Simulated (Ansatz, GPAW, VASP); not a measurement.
# TePb: 4 runs at one level of theory

```
Pb Te
1.0
     0.00000    3.23100    3.23100
     3.23100    0.00000    3.23100
     3.23100    3.23100    0.00000
Pb Te
1 1
Cartesian
  0.0000 0.0000 0.0000
  3.2310 3.2310 3.2310
```

Alike in all runs: task single point; functional PBE; k mesh 7 × 7 × 7; occupations gaussian, width 0.014 eV; no spin polarisation; no spin-orbit coupling. Pressure is positive in compression and, in plane waves, holds the error of the finite cutoff, which Ansatz's Pulay term estimates and takes out.

| program and potentials | plane-wave cutoff (eV) | notes | pressure (GPa) |
| --- | --- | --- | --- |
| Ansatz, Ansatz PAW | 420 | 15 valence electrons an atom on average; Pulay term of +0.02 GPa included | 2.11 |
| Ansatz, all-electron LAPW, scalar-relativistic | - | - | 2.12 |
| VASP, PBE PAW files Pb_d, Te, 520 eV | 520 | 10 valence electrons an atom on average | 2.05 |
| GPAW, GPAW PAW data sets (gpaw-data 1.2.1) | 600 | 10 valence electrons an atom on average | 1.83 |

The pressure spans 1.83 (GPAW, GPAW PAW data sets (gpaw-data 1.2.1)) to 2.12 GPa (Ansatz, all-electron LAPW, scalar-relativistic), with all-electron results at 2.12.

Differences between rows come from potentials, basis sets and numerical settings, since the functional is the same but for its coding. Runs on potential files found faulty are left out.
